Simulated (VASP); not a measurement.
# Ru: convergence, energy at fixed spin moment

Ru, P6_3/mmc (no. 194), 2 atoms in the cell. PBEsol, fixed spin moment; PAW potentials Ru_pv (PBE set). VASP 6.6.1.

Wanted: energies at fixed moments within 2 meV/atom; moment left free within 0.06 muB per cell.

POSCAR:
```
Ru
1.0
    2.7058000000      0.0000000000      0.0000000000
   -1.3529000000      2.3432915376      0.0000000000
    0.0000000000      0.0000000000      4.2819000000
Ru
2
Direct
    0.6666666667      0.3333333333      0.7500000000
    0.3333333333      0.6666666667      0.2500000000
```

The series start from Electronic algorithm: Normal; Cutoff (eV): 400; Smearing: MP 0.1; k-point spacing (1/Å): 0.24. Each series keeps the choices made before it, and each single choice may use up half of a tolerance. Times cover all steps of a run.

## Electronic algorithm

| Electronic algorithm | Energies at fixed moments, largest deviation (meV/atom) | Moment left free (muB per cell) | Time (s) |
|---|---|---|---|
| Normal | 0.0 | 0.000 | 89 |
| Fast | 0.0 | 0.000 | 87 |

Chosen: Normal; no other choice that stays within half of the tolerance saves 30 % of the time.

## Cutoff (eV)

| Cutoff (eV) | Energies at fixed moments, largest deviation (meV/atom) | Moment left free (muB per cell) | Time (s) |
|---|---|---|---|
| 300 | 1.4 | 0.000 | 58 |
| 350 | 0.6 | 0.000 | 82 |
| 400 | 0.2 | 0.000 | 89 |
| 450 | 0.1 | 0.000 | 121 |
| 520 | 0.0 | 0.000 | 113 |
| 600 (reference) | 0.0 | 0.000 | 118 |

Chosen: 350, the loosest value from which every tighter one stays within half of the tolerance.

## Smearing

| Smearing | Energies at fixed moments, largest deviation (meV/atom) | Moment left free (muB per cell) | Time (s) |
|---|---|---|---|
| MP 0.2 | 6.8 | 0.000 | 88 |
| MP 0.1 | 6.3 | 0.000 | 82 |
| MP 0.05 | 6.3 | 0.000 | 86 |
| tetrahedron (reference) | 0.0 | 0.000 | 114 |

Chosen: tetrahedron; the one before it in the list is off by more than half of the tolerance.

## k-point spacing (1/Å)

| k-point spacing (1/Å) | Energies at fixed moments, largest deviation (meV/atom) | Moment left free (muB per cell) | Time (s) |
|---|---|---|---|
| 0.4 | 47.9 | 0.000 | 50 |
| 0.3 | 24.0 | 0.000 | 56 |
| 0.24 | 2.9 | 0.000 | 114 |
| 0.19 | 2.2 | 0.000 | 139 |
| 0.15 | 0.6 | 0.000 | 261 |
| 0.12 (reference) | 0.0 | 0.000 | 435 |

Chosen: 0.15.

## All choices together

| Input | Energies at fixed moments, largest deviation (meV/atom) | Moment left free (muB per cell) | Time (s) |
|---|---|---|---|
| default cutoff, precision and threshold on a coarse mesh (naive) | 75.1 | 0.001 | 9.7 |
| chosen settings | 0.9 | 0.000 | 261 |
| reference settings throughout | 0.0 | 0.000 | 498 |

The tolerance is met.

Values of the reference run: Energies at fixed moments: 0, 30.55, 119.2, 258.4, 439.6, 655.8 meV/atom, against the smallest moment.

## The input

INCAR.step1:
```
ALGO     = Normal         # electronic algorithm
EDIFF    = 1E-7           # SCF threshold, eV
ENCUT    = 350            # plane-wave cutoff, eV
GGA      = PS             # functional
ISIF     = 2              # what is computed and relaxed
ISMEAR   = -5             # smearing method
ISPIN    = 2              # spin polarisation
LASPH    = True           # aspherical terms in the spheres
LCHARG   = False          # write CHGCAR
LMAXMIX  = 4              # l up to which the mixer works
LORBIT   = 11             # projections on sites
LREAL    = False          # projectors in reciprocal space
LWAVE    = False          # write WAVECAR
MAGMOM   = 0 0            # initial moments
NELM     = 200            # most SCF steps
NUPDOWN  = 0.0            # fixed moment
PREC     = Accurate       # precision mode
SIGMA    = 0.05           # smearing width, eV
```

INCAR.step2, as INCAR.step1 but for:
```
- MAGMOM = 0 0
- NUPDOWN = 0.0
+ MAGMOM = 0.26 0.26
+ NUPDOWN = 0.52
```

INCAR.step3 to INCAR.step6 change the same tags again: MAGMOM = 0.52 0.52, 0.78 0.78, 1.04 1.04, 1.3 1.3; NUPDOWN = 1.04, 1.56, 2.08, 2.6.

INCAR.step7, as INCAR.step6 but for:
```
- NUPDOWN = 2.6
```

KPOINTS:
```
Automatic mesh
0
Gamma
  18 18 10
  0 0 0
```

Commands (each step's output is kept before the next begins):
```
cat potpaw_PBE.64/Ru_pv/POTCAR > POTCAR
cp INCAR.step1 INCAR
mpirun -np 4 vasp_std > vasp.out
rm WAVECAR CHG
cp INCAR.step2 INCAR
mpirun -np 4 vasp_std > vasp.out
rm WAVECAR CHG
cp INCAR.step3 INCAR
mpirun -np 4 vasp_std > vasp.out
rm WAVECAR CHG
cp INCAR.step4 INCAR
mpirun -np 4 vasp_std > vasp.out
rm WAVECAR CHG
cp INCAR.step5 INCAR
mpirun -np 4 vasp_std > vasp.out
rm WAVECAR CHG
cp INCAR.step6 INCAR
mpirun -np 4 vasp_std > vasp.out
rm WAVECAR CHG
cp INCAR.step7 INCAR
mpirun -np 4 vasp_std > vasp.out
```

The chosen input took VASP 6.6.1 261 s on 4 cores (Intel Xeon Platinum 8488C (Sapphire Rapids)), a shared host.

## An input that fails: moment fixed beyond the electrons at hand

It ran out of time.

Changes against the starting input:
```
(step 2)
- NELM = 200
- NUPDOWN = 0.52
+ NELM = 50
+ NUPDOWN = 40
```
